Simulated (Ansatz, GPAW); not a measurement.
# O with GLLB-SC from a Python script

These are simulated results from GPAW 26.7.0, not measurements. The cell began as a database structure and was relaxed with r2SCAN+rVV10 in plane waves (Ansatz 0.2.0). All runs are without spin polarisation.

Space group Cmme (No. 67), orthorhombic; a = 2.988 Å, b = 7.517 Å, c = 4.026 Å in the conventional setting, 11.30 Å³ an atom. O has 1 O at 1.20 Å.

GLLB-SC is a model potential. Its fundamental gap is the Kohn-Sham gap plus a derivative discontinuity, which the script evaluates at the band edges among the listed k points. Its total energy isn't variational and serves nothing here.

run.py reads:

```python
import json
from ase import Atoms
from gpaw import GPAW, PW, FermiDirac

atoms = Atoms(['O', 'O', 'O', 'O'],
              cell=[[4.042253, 0.0, -0.051134], [0.0, 4.026165, 0.0], [-1.064595, 0.0, 2.791443]],
              scaled_positions=[[0.339863, 0.684202, 0.670233], [0.660137, 0.684202, 0.829767], [0.660137, 0.315798, 0.329767], [0.339863, 0.315798, 0.170233]],
              pbc=True)
calc = GPAW(mode=PW(400), xc='GLLBSC', kpts={'size': (4, 4, 6), 'gamma': True},
            occupations=FermiDirac(0.02), maxiter=100, legacy_gpaw=True, txt='gpaw.txt')
atoms.calc = calc
res = {'energy': atoms.get_potential_energy(force_consistent=True)}
res['electrons'] = calc.get_number_of_electrons()
res['k'] = calc.get_ibz_k_points().tolist()
res['levels'] = [calc.get_eigenvalues(kpt=i).tolist() for i in range(len(res['k']))]
points = [[0.0, 0.0, 0.0], [0.0, 0.5, 0.0], [0.0, 0.5, 0.5], [0.0, 0.0, 0.5], [-0.5, 0.0, 0.5], [-0.5, 0.5, 0.5], [-0.5, 0.5, 0.0], [-0.5, 0.0, 0.0]]
bands = calc.fixed_density(kpts=points, symmetry='off', nbands=round(res['electrons']) // 2 + 6, convergence={'bands': -2}, txt='bands.txt')
res['points'] = [bands.get_eigenvalues(kpt=i).tolist() for i in range(len(points))]
homo, lumo = bands.get_homo_lumo()
potential = calc.hamiltonian.xc.response.calculate_discontinuity_potential(homo, lumo)
res['discontinuity'] = bands.hamiltonian.xc.response.calculate_discontinuity(potential)
json.dump(res, open('results.json', 'w'))
print('free energy (eV):', round(res['energy'], 5))
```

Command: `python run.py`. It took 12 s on 1 thread of Arm Neoverse V2, on a shared host, peak memory 0.16 GiB.

The log gpaw.txt, trimmed of paths, versions and times, then the last line on the terminal. An iter line gives the energy in eV and the logarithms of the changes of orbitals (plane waves alone) and density (c: converged):

```
___ ___ ___ _ _ _
 |   |   |_  | | | |

 | | | | | . | | | |

 |__ |  _|___|_____|  26.7.0
 |___|_|

Input parameters:
  kpts: {gamma: True,
         size: (4, 4, 6)}
  maxiter: 100
  mode: {ecut: 400.0,
         name: pw}
  occupations: {fixmagmom: False,
                name: fermi-dirac,
                width: 0.02}
  xc: GLLBSC

System changes: positions, numbers, cell, pbc, initial_charges, initial_magmoms

Initialize ...

species:
  O:
    name:    Oxygen
    Z:       8.0
    valence: 6
    core:    2
    charge:  0.0  # [|e|]
    compensation charges:
      type: gauss
      rc: 0.21  # [Å]
      lmax: 2
    cutoffs:
      filter: 1.17  # [Å]
      core: 0.83  # [Å]
    projectors
    | kind |    occ | energy [eV] | rcut [Å] |

    |------|--------|-------------|----------|

    |   2s |  2.000 |     -28.986 |    0.688 |

    |   2p |  4.000 |     -13.358 |    0.598 |

    |    s |        |      -1.774 |    0.688 |

    |    p |        |      13.853 |    0.598 |

    |    d |        |       0.000 |    0.619 |

    Using partial waves for O as LCAO basis

Reference energy: -8134.639881  # eV

Spin-paired calculation

Convergence criteria:
 Maximum [total energy] change in last 3 cyles: 0.0005 eV / valence electron
 Maximum integral of absolute [dens]ity change: 0.0001 electrons / valence electron
 Maximum integral of absolute [eigenst]ate change: 4e-08 eV^2 / valence electron
 Maximum number of scf [iter]ations: 100
 (Square brackets indicate name in SCF output, whereas a 'c' in
 the SCF output indicates the quantity has converged.)

Symmetries present (total): 2

  ( 1  0  0)  (-1  0  0)
  ( 0  1  0)  ( 0 -1  0)
  ( 0  0  1)  ( 0  0 -1)

96 k-points: 4 x 4 x 6 Monkhorst-Pack grid + [1/8,1/8,1/12]
52 k-points in the irreducible part of the Brillouin zone
       k-points in crystal coordinates                weights
   0:     0.00000000    0.00000000    0.00000000          1/96
   1:     0.00000000    0.00000000    0.16666667          2/96
   2:     0.00000000    0.00000000    0.33333333          2/96
   3:     0.00000000    0.00000000    0.50000000          1/96
   4:     0.00000000    0.25000000   -0.33333333          2/96
   5:     0.00000000    0.25000000   -0.16666667          2/96
   6:     0.00000000    0.25000000    0.00000000          2/96
   7:     0.00000000    0.25000000    0.16666667          2/96
   8:     0.00000000    0.25000000    0.33333333          2/96
   9:     0.00000000    0.25000000    0.50000000          2/96
          ...
  51:     0.50000000    0.50000000    0.50000000          1/96

Wave functions: Plane wave expansion
  Cutoff energy: 400.000 eV
  Number of coefficients (min, max): 806, 834
  Pulay-stress correction: 0.000000 eV/Ang^3 (de/decut=0.000000)
  Using FFTW library
  ScaLapack parameters: grid=1x1, blocksize=None
  Wavefunction extrapolation:
    Improved wavefunction reuse through dual PAW basis

Occupation numbers: Fermi-Dirac:
  width: 0.0200  # eV

Eigensolver
   Davidson(niter=2)

Densities:
  Coarse grid: 20*20*14 grid
  Fine grid: 40*40*28 grid
  Total Charge: 0.000000

Density mixing:
  Method: separate
  Backend: msr1
  Linear mixing parameter: 0.05
  old densities: 10
  Width of damping distribution: 1.1
  Damping of long wavelength oscillations: 20

Hamiltonian:
  XC and Coulomb potentials evaluated on a 40*40*28 grid
  Using the GLLBSC Exchange-Correlation functional
  External potential:
    NoExternalPotential

XC parameters: GLLBSC functional being used consists of
  -----------------------------------------------------------------------
  | Weight | Module     | Description                                   |

  -----------------------------------------------------------------------
  |  1.000 | SCREENING  | GGA_X_PBE_SOL with 2 nearest neighbor stencil |

  |  1.000 | RESPONSE   | eps=0.0500 eV                                 |

  |  1.000 | XC         | GGA_C_PBE_SOL with 2 nearest neighbor stencil |

  -----------------------------------------------------------------------

Memory estimate:
  Process memory now: 110.41 MiB
  Calculator: 20.57 MiB
    Density: 2.83 MiB
      Arrays: 1.11 MiB
      Localized functions: 0.87 MiB
      Mixer: 0.85 MiB
    Hamiltonian: 0.74 MiB
      Arrays: 0.73 MiB
      XC: 0.00 MiB
      Poisson: 0.00 MiB
      vbar: 0.02 MiB
    Wavefunctions: 16.99 MiB
      Arrays psit_nG: 10.59 MiB
      Eigensolver: 0.31 MiB
      Projections: 0.66 MiB
      Projectors: 4.56 MiB
      PW-descriptor: 0.88 MiB

Total number of cores used: 1

Number of atoms: 4
Number of atomic orbitals: 16
Number of bands in calculation: 16
Number of valence electrons: 24
Bands to converge: occupied

... initialized

Initializing position-dependent things.

Density initialized from atomic densities
Creating initial wave functions:
  16 bands from LCAO basis set
Positions:
   0 O      0.660286    2.754710    1.853539    ( 0.0000,  0.0000,  0.0000)
   1 O      1.785075    2.754710    2.282492    ( 0.0000,  0.0000,  0.0000)
   2 O      2.317372    1.271455    0.886770    ( 0.0000,  0.0000,  0.0000)
   3 O      1.192583    1.271455    0.457817    ( 0.0000,  0.0000,  0.0000)

Unit cell:
           periodic     x           y           z      points  spacing
  1. axis:    yes    4.042253    0.000000   -0.051134    20     0.1879
  2. axis:    yes    0.000000    4.026165    0.000000    20     0.2013
  3. axis:    yes   -1.064595    0.000000    2.791443    14     0.1984

  Lengths:   4.042576   4.026165   2.987560
  Angles:   90.000000 111.600497  90.000000

Effective grid spacing dv^(1/3) = 0.2006

iter:   1   -16.147994
iter:   2   -17.016769   -1.38  -1.20
iter:   3   -14.723247   -1.07  -1.18
iter:   4   -14.732112   -2.06  -1.61
iter:   5   -14.453754   -3.55  -2.20
iter:   6   -14.474969   -4.13  -2.35
iter:   7   -14.519194   -4.47  -2.49
iter:   8   -14.526224   -4.89  -2.72
iter:   9   -14.555817   -4.86  -2.91
iter:  10   -14.556697   -5.96  -3.89
iter:  11   -14.555846c  -7.44c -4.35c

Converged after 11 iterations.

Energy contributions relative to reference atoms: (reference = -8134.639881)

Kinetic:        -10.196561
Potential:      +12.071862
External:        +0.000000
XC:             -16.127053
Entropy (-ST):   -0.000000
Local:           -0.304093
SIC:             +0.000000
--------------------------
Free energy:    -14.555846
Extrapolated:   -14.555846

GLLBSC response reference energy: -1.20159 eV (from HOMO)

Showing only first 2 kpts
 Kpt  Band  Eigenvalues  Occupancy
  0    10     -1.70997    2.00000
  0    11     -1.61707    2.00000
  0    12      0.60958    0.00000
  0    13      0.62052    0.00000

  1    10     -1.84963    2.00000
  1    11     -1.76755    2.00000
  1    12      0.51898    0.00000
  1    13      0.62501    0.00000

Fermi level: -0.76276

Gap: 0.993 eV
Transition (v -> c):
  (s=0, k=10, n=11, [0.00, 0.50, 0.00]) -> (s=0, k=48, n=12, [0.50, 0.50, 0.00])
Direct/indirect transitions are different
Direct gap: 1.002 eV
Transition at: (s=0, k=48, n=11, [0.50, 0.50, 0.00])

free energy (eV): -14.55585
```

The gap in the log is over the mesh alone; results.json adds the listed points. GLLB-SC gives a gap of 1.42 eV (0.993 eV Kohn-Sham over the listed points plus 0.426 eV discontinuity). On the same cell, plane-wave PBE (Ansatz, 8×6×10 k points and the special points) gives a gap of 0.91 eV and r2SCAN a gap of 0.99 eV; on shared hosts these took about 6.1 and 15 core-seconds on the 4-atom cell, against 12 for the script. Semilocal gaps usually lie below measured ones.
